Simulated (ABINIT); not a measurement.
Runs of ABINIT 10.8.3 (patched build) on HgTe (Coloradoite). It takes space group F-43m (No. 216, cubic). Conventional cell: a = 6.429 Å, b = 6.429 Å, c = 6.429 Å, α = 90.00°, β = 90.00°, γ = 90.00°. Around Hg (site symmetry -43m) lie 4 Te at 2.78 Å. Te (site symmetry -43m) has 4 Hg at 2.78 Å as nearest neighbours. 

| task | level | potentials or basis | cell | cutoff (eV) | fine-grid cutoff | gap on the mesh (eV) | pressure (GPa) |
| --- | --- | --- | --- | --- | --- | --- | --- |
| single point | r2SCAN | Ansatz NC r2SCAN | as given | 1469 | - | none | 3.2 |
| single point | r2SCAN | SG15 NC PBE v1.2 | as given | 980 | - | none | 2.8 |
| single point | r2SCAN | PseudoDojo NC SR PBE v0.4.1 standard | as given | 1306 | - | none | 2.8 |
| single point | r2SCAN | Ansatz PAW PBE default generated set, frozen core | as given | 490 | 979.61 eV | none | 3.1 |
| single point | r2SCAN | JTH PAW PBE v2.0 | as given | 626 | 1224.51 eV | none | (a) |
| single point | PBEsol | PseudoDojo NC SR PBEsol v0.4.1 standard | atoms moved at random, drawn with an rms of 0.05 Å | 1088 | - | none | 1.8 |
| single point | PBEsol | PseudoDojo NC SR PBEsol v0.4.1 standard | as given | 1088 | - | none | 1.8 |

Alike in all rows: no spin polarisation; k mesh 7 × 7 × 7; smearing fermi-dirac 0.05 eV.

Problem. Estimate the missing entries.

Solution. (a) 3.4.

Caveats: the potentials were made for another functional, which shifts forces and pressure (some runs); the PAW data sets were made with another functional, which shifts forces and pressure a little (some runs); a meta-GGA on potentials with a model core is unreliable (some runs); the atomic spheres overlap (some runs).

A k mesh can miss the band edges, and the runs leave out spin-orbit coupling on Hg, Te.

A gap of «none» marks a metal or a gap under the smearing width.

The runs don't all hold the same shells in valence.

Runs at the PBE level aren't shown here.
